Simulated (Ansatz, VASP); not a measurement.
BN: VASP beside Ansatz

Contents of INCAR:

```
PREC = Accurate ; ENCUT = 520
EDIFF = 1E-7 ; ISMEAR = 0
SIGMA = 0.05 ; LREAL = F
LASPH = T ; NELM = 60
ALGO = Normal ; ISIF = 2
LWAVE = F ; LCHARG = F
GGA = PE ; NBANDS = 11
```

Contents of KPOINTS:

```
Automatic mesh
0
Gamma
  12 12 12
```

File POSCAR:

```
BN
1.0
    0.0000000000      1.9324663414      1.7968073839
    1.7968073839      0.0000000000      1.7968073839
    1.7968073839      1.9324663414      0.0000000000
B N
1 1
Direct
    0.0000000000      0.0000000000      0.0000000000
    0.7500000000      0.7500000000      0.7500000000
```

Input for Ansatz:

```yaml
crystal:
  lattice:
    - [0.0, 1.9324663414, 1.7968073839]
    - [1.7968073839, 0.0, 1.7968073839]
    - [1.7968073839, 1.9324663414, 0.0]
  atoms:
    - { symbol: B, position: [0.0, 0.0, 0.0] }
    - { symbol: "N", position: [0.75, 0.75, 0.75] }
basis:
  ecutwfc: 520.0
kpoints:
  mp_grid: { grid: [12, 12, 12] }
hamiltonian:
  xc: pbe
scf:
  occupations: { method: gaussian, width: 0.05 }
output:
  forces: true
  stress: true
  eigenvalues: true
  write_density: true
  write_potential: true
  elf: true
  volumetric_format: npy
```

Alike in both runs: task single point; functional PBE; k mesh 12 × 12 × 12; occupations gaussian, width 0.05 eV; no spin polarisation.

```csv
,VASP,Ansatz
version,VASP 6.6.1,Ansatz 0.2.0
potentials or method,"VASP PAW PBE potentials, release 64 (B, N)","scalar-relativistic, plane waves, PAW"
plane-wave cutoff (eV),520,520
valence electrons in the cell,8,8
```

```tsv
	VASP	Ansatz	Ansatz less VASP
gap on the k mesh at the Fermi level (eV)	3.77	3.78	+0.009
least direct gap on the mesh (eV)	8.17	8.18	+0.009
pressure (GPa)	-15.9	-16.0	-0.09
largest component of the traceless stress (GPa)	31.13	31.11	-0.023
```

Caveats: so large a pressure means that the cell lies far from this level's equilibrium, or that cutoff or potentials fall short (VASP). A k mesh can miss the band edges.
